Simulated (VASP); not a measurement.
Write the native input for VASP 6.6.1 that does the following.

| Item | Value |
| --- | --- |
| Task | relaxation of cell and atoms |
| Functional | PBEsol |
| Dispersion | rVV10 |
| Potentials or basis | VASP PAW PBE potentials, release 64 (Hf_pv, C) |
| Cutoff | 600 eV |
| k mesh | 10 × 10 × 10 |
| Occupations | fermi-dirac, width 0.05 eV |
| Spin | no spin polarisation |
| Further INCAR settings | ALGO = Fast; EDIFF = 1e-06; IBRION = 2; EDIFFG = -0.005; NSW = 60; ISIF = 3 |

The structure of HfC lies in POSCAR:

```
HfC
1.0
    0.0000000000      2.3250000000      2.3250000000
    2.3250000000      0.0000000000      2.3250000000
    2.3250000000      2.3250000000      0.0000000000
Hf C
1 1
Direct
    0.5000000000      0.5000000000      0.5000000000
    0.0000000000      0.0000000000      0.0000000000
```

The input as run:

INCAR

```
SYSTEM = HfC
ALGO = Fast
BPARAM = 20.0
CPARAM = 0.0093
EDIFF = 1E-6
EDIFFG = -0.005
ENCUT = 600
GGA = PS
IBRION = 2
ISIF = 3
ISMEAR = -1
IVDW_NL = 2
LASPH = .True.
LCHARG = .False.
LREAL = .False.
LUSE_VDW = .True.
LWAVE = .False.
NELM = 80
NSW = 60
PREC = Accurate
SIGMA = 0.05
```

KPOINTS

```
k-points
0
Gamma
  10 10 10
  0 0 0
```

Potentials or basis: VASP PAW PBE potentials, release 64 (Hf_pv, C).

Launch:

```bash
$ cat potpaw_PBE.64/Hf_pv/POTCAR potpaw_PBE.64/C/POTCAR > POTCAR
$ mpirun -np 1 vasp_std > vasp.out
```

It gave:

- Relaxed volume: 12.18 Å³/atom
- Relaxed cell: a = 3.254 Å, b = 3.254 Å, c = 3.254 Å, α = 60.00°, β = 60.00°, γ = 60.00°
- Space group after relaxing (to 0.05 Å): Fm-3m (No. 225)
- Energy gained by relaxing: 9.4 meV/atom
- Ionic steps: 4
- Pressure after relaxing: 0.1 GPa
- Band gap on the k mesh: none (metal or under the smearing width)

Caveat: the PAW data sets were made with another functional, which shifts forces and pressure a little.

Run time: 2.1 min on 1 thread of Intel(R) Xeon(R) Platinum 8375C CPU @ 2.90GHz (Ice Lake) (shared host), peak memory 0.27 GiB.
